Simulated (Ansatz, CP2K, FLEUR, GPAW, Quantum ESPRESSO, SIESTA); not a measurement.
One structure in several programs: RuO₂ (P4_2/mnm, 6 atoms in the cell)

Self-consistent single point, at a second geometry (lattice scaled by 0.98). First geometry:

```yaml
crystal:
  lattice:
    - [4.43274, 0.00000, 0.00000]
    - [0.00000, 4.43274, 0.00000]
    - [0.00000, 0.00000, 3.07680]
  atoms:
    - { symbol: Ru, position: [0.50000, 0.50000, 0.50000] }
    - { symbol: Ru, position: [0.00000, 0.00000, 0.00000] }
    - { symbol: O, position: [0.80544, 0.19456, 0.50000] }
    - { symbol: O, position: [0.19456, 0.80544, 0.50000] }
    - { symbol: O, position: [0.30544, 0.30544, 0.00000] }
    - { symbol: O, position: [0.69456, 0.69456, 0.00000] }
```

Shared settings, as Ansatz (a first-principles code) writes them: kpoints.mp_grid.grid = 6 6 9; scf.occupations.method = gaussian; scf.occupations.width = 0.0073 Ry. Potentials and cutoffs stand in the table.

```json
[
 {"code": "Quantum ESPRESSO", "model": "PBE, GBRV 1.5 ultrasoft (PBE) pseudopotentials", "ΔF from the first geometry (meV/atom)": "101.8", "pressure (GPa)": "39.50", "largest force (eV/Å)": "0.040", "cutoff": "40 Ry"},
 {"code": "FLEUR", "model": "PBE, all-electron FLAPW (FLEUR), scalar-relativistic valence", "ΔF from the first geometry (meV/atom)": "–", "pressure (GPa)": "–", "largest force (eV/Å)": "0.011", "cutoff": "Kmax 4.7 1/bohr"},
 {"code": "SIESTA", "model": "GGA PBE, numerical atomic orbitals DZP, PseudoDojo PBE standard norm-conserving potentials (rewritten from UPF to PSML)", "ΔF from the first geometry (meV/atom)": "121.4", "pressure (GPa)": "45.54", "largest force (eV/Å)": "0.055", "cutoff": "grid 350 Ry"},
 {"code": "Ansatz", "model": "PBE, default PAW files", "ΔF from the first geometry (meV/atom)": "98.5", "pressure (GPa)": "37.92", "largest force (eV/Å)": "0.039", "cutoff": "30.9 Ry"},
 {"code": "CP2K", "model": "PBE, GPW, DZVP-MOLOPT-SR-GTH basis, GTH-PBE potentials (GTH_POTENTIALS)", "ΔF from the first geometry (meV/atom)": "108.4", "pressure (GPa)": "41.78", "largest force (eV/Å)": "0.137", "cutoff": "grid 500 Ry"},
 {"code": "GPAW", "model": "PBE, GPAW PAW datasets PBE (gpaw-data 1.0.1)", "ΔF from the first geometry (meV/atom)": "92.8", "pressure (GPa)": "–", "largest force (eV/Å)": "0.046", "cutoff": "950 eV"}
]
```

For Ansatz (by 0.6 GPa) the energy change implies a higher mean pressure, against the two pressures, than for the other programs: a sign of finite-basis (Pulay) stress.

A dash marks a value that a program does not give, or that is left out as unsure.

On Ansatz's run: spin polarisation is off.

The spread over the programs that give each value: ΔF from the first geometry within 28.6 meV/atom; pressure within 7.62 GPa; largest force within 0.126 eV/Å.

SIESTA and CP2K use small atom-centred bases, whose incompleteness enters pressures, forces and empty levels differently from a plane-wave cutoff. FLEUR treats all electrons, but the usual bases taken here (sphere radii, linearisation, local orbitals, empty states) were not tested for convergence, so the values are no reference for the others. Ansatz's pressure is given at a fixed set of plane waves, as the other plane-wave codes print theirs; with its correction for the finite basis it is 38.79 GPa (the shift of 0.87 GPa shows how far the cutoff is from converged). The pressure of GPAW is left out: its cutoff lies under the one at which its stress was checked. In the pressure, SIESTA (by 6.84) and CP2K (by 3.08) lie more than 1 GPa from the median of the plane-wave programs. In the force vectors, CP2K (by 0.097) lies more than 0.08 eV/Å from the median of the plane-wave programs.

The starting cell comes from a database of computed structures (which also holds hypothetical and non-ambient phases and stackings), without a prior relaxation at this level. Its lattice was rescaled by a random factor within 2.5 % of one. For this run, on top of that: lattice scaled by 0.98.

Keys are those of Ansatz 0.2.
